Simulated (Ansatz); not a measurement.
Input and command of a calculation in Ansatz (plane waves; scalar-relativistic PAW potentials unless the input names others):

```yaml
crystal:
  lattice:
    - [3.3060266062, 0.0, 0.0]
    - [0.0, 12.5473531192, 0.0]
    - [0.0, 0.0, 3.3422782667]
  atoms:
    - { symbol: Ti, position: [0.5, 0.6005672098, 0.75] }
    - { symbol: Ti, position: [0.0, 0.8994327902, 0.25] }
    - { symbol: Ti, position: [0.0, 0.1005672098, 0.75] }
    - { symbol: Ti, position: [0.5, 0.3994327902, 0.25] }
    - { symbol: Si, position: [0.5, 0.9365397349, 0.75] }
    - { symbol: Si, position: [0.0, 0.5634602651, 0.25] }
    - { symbol: Si, position: [0.0, 0.7505554061, 0.75] }
    - { symbol: Si, position: [0.5, 0.7494445939, 0.25] }
    - { symbol: Si, position: [0.0, 0.4365397349, 0.75] }
    - { symbol: Si, position: [0.5, 0.0634602651, 0.25] }
    - { symbol: Si, position: [0.5, 0.2505554061, 0.75] }
    - { symbol: Si, position: [0.0, 0.2494445939, 0.25] }
basis:
  xc_grid: 4
kpoints:
  mp_grid: { grid: [10, 4, 10] }
hamiltonian:
  xc: pbe
scf:
  occupations: { method: gaussian, width: 0.1 }
  lower_state_search: "off"
output:
  forces: true
  eigenvalues: true
  stress: true
```

```bash
ansatz run input.yaml --threads 1 --pin off --max-ram 2560MiB --backend cpu --events-out ev --progress --plain --runs-dir out
```

Abridged log:
```
Basis set: ecut = 420 eV, 2741 PW (Γ), exchange–correlation on 96×360×96 points (64 copies of the dense FFT grid, shifted against one another)
Bands: 52, of which v1, the nominal top of the filled ones, is band 40 counted from 1 (39 counted from 0)
Symmetry: 16 space group operations
k-points: 108 of 400
SCF iter   1: F=—  HF=-15088.085045 eV  |F-HF|=—  |Δ(HF+E_count)|=         —  Δρ=7.79e-3  dr2=1.84e-1  ethr=1.77e-3  ⟨swp⟩=7.5  Hψ=26064  notcnv=0
SCF iter   2: F=—  HF=-15088.067534 eV  |F-HF|=—  |Δ(HF+E_count)|=   1.75e-2  Δρ=3.97e-3  dr2=5.53e-2  ethr=2.30e-4  ⟨swp⟩=1.1  Hψ=6494  notcnv=0  defer=2
SCF iter   3: F=—  HF=-15088.060088 eV  |F-HF|=—  |Δ(HF+E_count)|=   7.45e-3  Δρ=7.54e-4  dr2=3.04e-3  ethr=6.92e-5  ⟨swp⟩=2.1  Hψ=6399  notcnv=0  defer=2
SCF iter   4: F=—  HF=-15088.059632 eV  |F-HF|=—  |Δ(HF+E_count)|=   4.57e-4  Δρ=2.04e-4  dr2=7.81e-5  ethr=3.80e-6  ⟨swp⟩=2.0  Hψ=6897  notcnv=0  defer=2
SCF iter   5: F=—  HF=-15088.059635 eV  |F-HF|=—  |Δ(HF+E_count)|=   3.95e-6  Δρ=3.91e-5  dr2=2.34e-6  ethr=9.76e-8  ⟨swp⟩=2.0  Hψ=7290  notcnv=0  defer=25
SCF iter   6: F=-15088.059635 eV  HF=-15088.059635 eV  |F-HF|=4.35e-8  |Δ(HF+E_count)|=   2.29e-7  Δρ=8.94e-6  dr2=8.11e-8  ethr=1.25e-10  ⟨swp⟩=9.3  Hψ=27424  notcnv=0
SCF 1 converged in 6 iterations: F = -15088.059635 eV  dr2 = 8.11e-8
SCF converged after 6 iterations
Free energy (F): -15088.059635 eV
Harris-Foulkes:  -15088.059635 eV  (|F-HF|=4.35e-8)
Internal energy: -15088.045705 eV  (E = F + TS)
E sigma→0 (E₀):  -15088.052670 eV
Entropy (-TS):   -0.013930 eV (-1.161 meV/atom)
Fermi energy:    16.324598 eV
--- Forces (eV/Å), atoms counted from 1 ---
  atom   1  Ti     0.00000000    -0.00199011     0.00000000
  atom   2  Ti     0.00000000     0.00199011     0.00000000
  atom   3  Ti     0.00000000    -0.00199011     0.00000000
  atom   4  Ti     0.00000000     0.00199011     0.00000000
  atom   5  Si     0.00000000     0.00062637     0.00000000
  atom   6  Si     0.00000000    -0.00062637     0.00000000
  atom   7  Si     0.00000000     0.00171423     0.00000000
  atom   8  Si     0.00000000    -0.00171423     0.00000000
  atom   9  Si     0.00000000     0.00062637     0.00000000
  atom  10  Si     0.00000000    -0.00062637     0.00000000
  atom  11  Si     0.00000000     0.00171423     0.00000000
  atom  12  Si     0.00000000    -0.00171423     0.00000000
--- Stress (GPa, compression-positive) ---
       48.532611       0.000000       0.000000
        0.000000      36.572579       0.000000
        0.000000       0.000000      49.866054
  P = ⅓ Tr σ = 44.9904 GPa (449.904 kbar)
```

Apart from outputs, empty bands and the relaxation, which only the reference makes, the input differs from a reference run on usual settings in basis.xc_grid: not typed → 4; scf.lower_state_search: not typed → "off"; hamiltonian.xc: "pbesol" → "pbe"; basis.ecutwfc: 420 → not typed. The reference, at the same geometry, ended its own course with pressure 39.43 GPa, largest force 0.000 eV/Å, no gap on the mesh. This run converged in 6 SCF iterations with a total energy on another zero, pressure 44.99 GPa, largest force 0.002 eV/Å, no gap on the mesh.

The run took 16 s on 1 thread of AMD EPYC 9R45 96-Core Processor (Zen 5) (shared host), peak memory 0.93 GiB.